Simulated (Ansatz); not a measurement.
Calculated with Ansatz (gas phase, PBE0-D4/def2-TZVP geometries, no zero-point term in ΔE). CCSD(T)/CBS adds triple-zeta CCSD(T) − MP2 to the extrapolated MP2 energy (def2 sets, frozen cores). This one scheme is used for every species. DFT in def2-TZVPP. B3LYP here is the variant with VWN-RPA as its local correlation; programs differ in this. One conformer a species, not always the lowest.

`B/C=C/CC` + CH₃SH → `BSC` + `C=CCC`  (ligand exchange at a B–C bond)

`B/C=C/CC`:

Cartesian coordinates in Å:
```
B 0.930 -1.954 1.701
C 0.157 -1.394 0.512
C -0.142 -0.085 0.439
C -0.875 0.595 -0.660
C -0.056 1.719 -1.288
H 1.273 -1.205 2.574
H 1.206 -3.116 1.791
H -0.177 -2.028 -0.310
H 0.191 0.559 1.254
H -1.799 1.021 -0.247
H -1.171 -0.135 -1.418
H 0.233 2.463 -0.541
H 0.858 1.329 -1.741
H -0.629 2.230 -2.065
```

CH₃SH:

Cartesian coordinates in Å:
```
C 0.393 -0.275 0.105
S -1.021 0.777 0.496
H 0.082 -1.196 -0.388
H 0.854 -0.531 1.059
H 1.127 0.251 -0.505
H -1.435 0.974 -0.766
```

`BSC`:

Cartesian coordinates in Å:
```
B 0.352 1.062 1.124
S -0.247 0.960 -0.517
C -0.290 -0.804 -0.915
H 0.637 0.080 1.740
H 0.451 2.162 1.574
H 0.353 -0.990 -1.775
H -1.311 -1.086 -1.168
H 0.055 -1.385 -0.063
```

`C=CCC`:

Z-matrix (Å, degrees):
```
C
C 1 1.492
C 1 1.525 2 112.5
H 1 1.094 2 109.5 3 122.8
H 1 1.097 2 109.0 3 -120.9
C 2 1.325 1 125.3 3 -120.1
H 2 1.090 1 115.8 3 59.0
H 3 1.093 1 111.1 2 -58.0
H 3 1.092 1 111.2 2 -178.0
H 3 1.092 1 110.9 2 61.6
H 6 1.086 2 121.3 1 -0.7
H 6 1.084 2 121.7 1 179.5
```

```json
{"level": "B3LYP-D4", "ΔE (kJ/mol)": "-72.7"}
{"level": "B2PLYP", "ΔE (kJ/mol)": "-73.8"}
```

**Question.** What does CCSD(T)/CBS give? (Best estimate.)

**Answer.** The calculation gave: -75.8 kJ/mol. The listed levels differ from it by 3.1, 2.0 kJ/mol.

Largest T1 diagnostic among the species: 0.014.

From PBE to PBE0 (25 % exact exchange), in def2-TZVPP and without D4, ΔE moves by +3.4 kJ/mol. In def2-TZVPP, CCSD(T) changes the Hartree–Fock value by −15.8 kJ/mol (the triples alone add −2.8 kJ/mol) and MP2 by −16.1 kJ/mol.

CCSD(T)/CBS has its own doubt, a few kJ/mol and more with outer-core shells, so smaller differences from it don't rank the levels.
